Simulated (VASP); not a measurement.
PtS2:

```
Pt S
1.0
     3.54320    0.00000    0.00000
    -1.77160    3.06850    0.00000
     0.00000    0.00000    5.03880
Pt S
1 2
Direct
  0.00000 0.00000 0.00000
  0.66667 0.33333 0.77300
  0.33333 0.66667 0.22700
```

```yaml
Program: VASP 6.6.1
Task: relaxation of cell and atoms
Functional: vdW-DF-cx
Potentials_or_basis: VASP PAW PBE potentials, release 64 (Pt, S)
Cutoff: 600 eV
k_mesh: 9 × 9 × 5
Occupations: fermi-dirac, width 0.05 eV
Spin: no spin polarisation
```

At the start: pressure 8.0 GPa; volume 18.26 Å³/atom.

Q: Where does the relaxation end?

A: Over 26 steps the energy falls by 42.9 meV/atom and the volume is 17.56 Å³/atom (-3.9 %); space group P-3m1 (No. 164, to 0.05 Å).

The path:
| step | energy change (eV) | largest force (eV/Å) | pressure (GPa) | volume (Å³) |
| --- | --- | --- | --- | --- |
| 1 | 0.0000 | 1.2809 | 7.98 | 54.78 |
| 2 | 0.1628 | 1.0037 | -12.00 | 62.31 |
| 3 | -0.0888 | 0.2961 | -1.08 | 57.40 |
| 4 | -0.0889 | 0.3244 | -0.83 | 57.31 |
| 5 | -0.1023 | 0.2058 | -0.56 | 56.87 |
| 6 | -0.1083 | 0.0587 | -0.23 | 56.33 |
| 7 | -0.1083 | 0.0526 | -0.21 | 56.31 |
| 8 | -0.1103 | 0.0662 | -0.07 | 56.05 |
| 9 | -0.1154 | 0.1073 | 0.38 | 55.25 |
| 10 | -0.1215 | 0.1947 | 1.48 | 53.65 |
| 11 | -0.1061 | 0.3730 | 4.55 | 50.44 |
| 12 | -0.1206 | 0.2632 | 2.14 | 53.09 |
| 13 | -0.1210 | 0.2582 | 2.10 | 53.07 |
| 14 | -0.1220 | 0.2436 | 1.98 | 52.99 |
| 15 | -0.1238 | 0.2143 | 1.74 | 52.85 |
| 16 | -0.1264 | 0.1571 | 1.28 | 52.56 |
| 17 | -0.1275 | 0.0468 | 0.46 | 51.96 |
| 18 | -0.1278 | 0.0781 | 0.68 | 52.13 |
| 19 | -0.1281 | 0.0699 | 0.57 | 52.22 |
| 20 | -0.1285 | 0.0451 | 0.24 | 52.50 |
| 21 | -0.1283 | 0.0047 | -0.39 | 53.06 |
| 22 | -0.1286 | 0.0269 | -0.02 | 52.72 |
| 23 | -0.1286 | 0.0290 | 0.03 | 52.69 |
| 24 | -0.1286 | 0.0281 | 0.00 | 52.70 |
| 25 | -0.1286 | 0.0251 | 0.00 | 52.69 |
| 26 | -0.1287 | 0.0162 | 0.00 | 52.67 |

Final structure:
```xyz
3
Lattice="3.5800 0.0000 0.0000 -1.7900 3.1004 0.0000 0.0000 0.0000 4.7449" Properties=species:S:1:pos:R:3 pbc="T T T"
Pt    0.0000    0.0000    0.0000
S     1.7900    1.0335    3.5343
S     0.0000    2.0669    1.2106
```

Caveat: the PAW data sets were made with another functional, which shifts forces and pressure a little.
